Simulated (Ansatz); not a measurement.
**Ta: frozen-core PAW against all-electron methods**

```
Ta
1.0
    -1.65128    1.65128    1.65128
     1.65128   -1.65128    1.65128
     1.65128    1.65128   -1.65128
Ta
1
Cartesian
  0.0000 0.0000 0.0000
```

The cell is COD entry 1541266, as deposited and not checked against the literature; nothing was relaxed.

Spin–orbit coupling is left out, though it moves levels of the heavy atoms by tenths of an eV or more.

Methods: DFT, PBE, PAW with Ansatz's default frozen-core files, scalar-relativistic (Ansatz 0.2.0); DFT, PBE, all-electron LAPW, scalar-relativistic (Ansatz 0.2.0).

For PAW: a Γ-centred 17×17×17 k mesh, Fermi–Dirac smearing of 0.08 eV, cutoff 420 eV, no spin polarisation. LAPW targets a basis error of 0.5 meV/atom. The Ansatz runs share mesh, smearing and spin set-up. Plane-wave (PAW) pressures include the program's estimate of the Pulay term.

Stress and pressure are positive in compression.

Levels count from the Fermi level.

PAW results:

```csv
quantity,PAW
pressure (GPa),3.12
highest filled level at P (eV),-1.236
lowest empty level at P (eV),5.094
highest filled level at Γ (eV),-7.905
lowest empty level at Γ (eV),0.730
highest filled level at N (eV),-1.547
lowest empty level at N (eV),1.581
```

Problem. What does LAPW (all electrons) give for the same quantities?

Solution. 
| quantity | LAPW |
| --- | --- |
| pressure (GPa) | 3.06 |
| highest filled level at P (eV) | -1.234 |
| lowest empty level at P (eV) | 5.087 |
| highest filled level at Γ (eV) | -7.907 |
| lowest empty level at Γ (eV) | 0.725 |
| highest filled level at N (eV) | -1.549 |
| lowest empty level at N (eV) | 1.586 |
